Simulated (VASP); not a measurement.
Input:

```
CELL_PARAMETERS angstrom
      0.00000     3.08421     3.08421
      3.08421     0.00000     3.08421
      3.08421     3.08421     0.00000
ATOMIC_POSITIONS crystal
  Al 0.00000 0.00000 0.00000
  Sb 0.25000 0.25000 0.25000
```

Method: PBEsol GGA, VASP's PBE PAW potentials (set 64) (plane waves; VASP). Run with 400 eV cut-off, 8×8×8 Γ-centred mesh, tetrahedra with Blöchl corrections, potentials Al Sb.

Unless said otherwise, spin-orbit coupling is left out, though it shifts the bands of the heavy elements here.

Task: Tabulate the total density of states (states/eV per cell) against energy (eV; zero at the valence-band maximum or, without a gap, the Fermi level).

Result: 
```
E (eV) | DOS (states/eV)
    -9.89 | ##### 0.65
    -9.66 | ####### 0.86
    -9.55 | ######## 1.01
    -9.32 | ############# 1.68
    -9.21 | ############### 1.87
    -8.98 | ############### 1.89
    -8.76 | ############# 1.66
    -8.64 |  0.01
    -8.42 |  0.00
    -8.19 |  0.00
    -8.08 |  0.00
    -7.85 |  0.00
    -7.74 |  0.00
    -7.51 |  0.00
    -7.28 |  0.00
    -7.17 |  0.00
    -6.94 |  0.00
    -6.72 |  0.00
    -6.60 |  0.00
    -6.38 |  0.00
    -6.26 |  0.00
    -6.04 |  0.00
    -5.81 |  0.00
    -5.70 |  0.00
    -5.47 |  0.01
    -5.24 | ################# 2.18
    -5.13 | ############################## 3.75
    -4.90 | ########### 1.35
    -4.79 | ######## 1.03
    -4.56 | ##### 0.65
    -4.34 | #### 0.53
    -4.22 | #### 0.48
    -4.00 | ### 0.38
    -3.88 | ### 0.34
    -3.66 | ## 0.25
    -3.43 | ## 0.23
    -3.32 | ## 0.22
    -3.09 | ############## 1.75
    -2.86 | ########### 1.36
    -2.75 | ########### 1.33
    -2.52 | ########### 1.32
    -2.41 | ########## 1.30
    -2.18 | ############## 1.77
    -1.96 | ################ 2.00
    -1.84 | ############### 1.89
    -1.62 | ############## 1.79
    -1.39 | ############## 1.76
    -1.28 | ############## 1.70
    -1.05 | ############# 1.65
    -0.94 | ############ 1.49
    -0.71 | ####### 0.83
    -0.48 | #### 0.47
    -0.37 | ### 0.37
    -0.14 | # 0.12
    -0.03 |  0.01
     0.20 |  0.00
     0.42 |  0.00
     0.54 |  0.00
     0.76 |  0.00
     0.99 |  0.00
     1.10 |  0.00
     1.33 | ## 0.19
     1.44 | ## 0.29
     1.67 | ##### 0.65
     1.90 | ######### 1.12
     2.01 | ############ 1.51
     2.24 | ################### 2.32
     2.46 | #################### 2.51
     2.58 | ############### 1.86
     2.80 | ####### 0.92
     2.92 | #### 0.50
     3.14 | ######## 1.04
     3.37 | ########## 1.20
     3.48 | ############# 1.62
     3.71 | ################### 2.36
     3.94 | ############# 1.60
     4.05 | ############# 1.68
     4.28 | ############### 1.83
     4.39 | ########### 1.43
     4.62 | ########## 1.24
```
Within 2 eV below the valence-band maximum the largest weight inside VASP's projection spheres is Sb p, then Al p.

The compound is AlSb in the zinc blende structure. It was relaxed first.
